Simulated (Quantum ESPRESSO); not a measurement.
This Quantum ESPRESSO 7.5 run on TiAl needs a look.

Contents of pw.in:

```
&CONTROL
  calculation = 'scf'
  prefix = 'pwscf'
  outdir = './tmp'
  pseudo_dir = './pseudo'
  tprnfor = .true.
  tstress = .true.
  disk_io = 'nowf'
/
&SYSTEM
  ibrav = 0
  nat = 2
  ntyp = 2
  ecutwfc = 45
  ecutrho = 360
  nbnd = 13
  occupations = 'smearing'
  smearing = 'fd'
  degauss = 0.00367493
  nspin = 2
  noncolin = .true.
/
&ELECTRONS
  conv_thr = 4d-10
  electron_maxstep = 100
  mixing_beta = 0.5
/
ATOMIC_SPECIES
Ti    47.8670 ti_pbesol_v1.4.uspp.F.UPF
Al    26.9815 al_pbesol_v1.uspp.F.UPF
CELL_PARAMETERS angstrom
   3.1790640000    0.0000000000    0.0000000000
   0.0000000000    3.1790640000    0.0000000000
   0.0000000000    0.0000000000    3.1790640000
ATOMIC_POSITIONS crystal
Ti     0.0000000000    0.0000000000    0.0000000000
Al     0.5000000000    0.5000000000    0.5000000000
K_POINTS automatic
8 8 8 0 0 0
```

Potentials or basis: GBRV 1.5 PBEsol.

Launch:

```sh
$ OMP_NUM_THREADS=1 mpirun -n 2 pw.x -nk 2 -in pw.in > pw.out
```

pw.out:

```text
This program is part of the open-source Quantum ESPRESSO suite
     for quantum simulation of materials; please cite
         "P. Giannozzi et al., J. Phys.:Condens. Matter 21 395502 (2009);
         "P. Giannozzi et al., J. Phys.:Condens. Matter 29 465901 (2017);
         "P. Giannozzi et al., J. Chem. Phys. 152 154105 (2020);
     in publications or presentations arising from this work. More details at

 %%%%%%%%%%%%%%%%%%%%%%%%%%%%%%%%%%%%%%%%%%%%%%%%%%%%%%%%%%%%%%%%%%%%%%%%%%%%%%
     Error in routine iosys (1):
     noncolin .and. nspin==2 are conflicting flags
 %%%%%%%%%%%%%%%%%%%%%%%%%%%%%%%%%%%%%%%%%%%%%%%%%%%%%%%%%%%%%%%%%%%%%%%%%%%%%%

     stopping ...

"abort". This may have caused other processes in the application to be
```

Question: How did it end, and where is the flaw?

Answer: The program refused the input. The input holds a flaw that was put in on purpose: collinear and non-collinear spin both asked (nspin = 2; noncolin = yes).
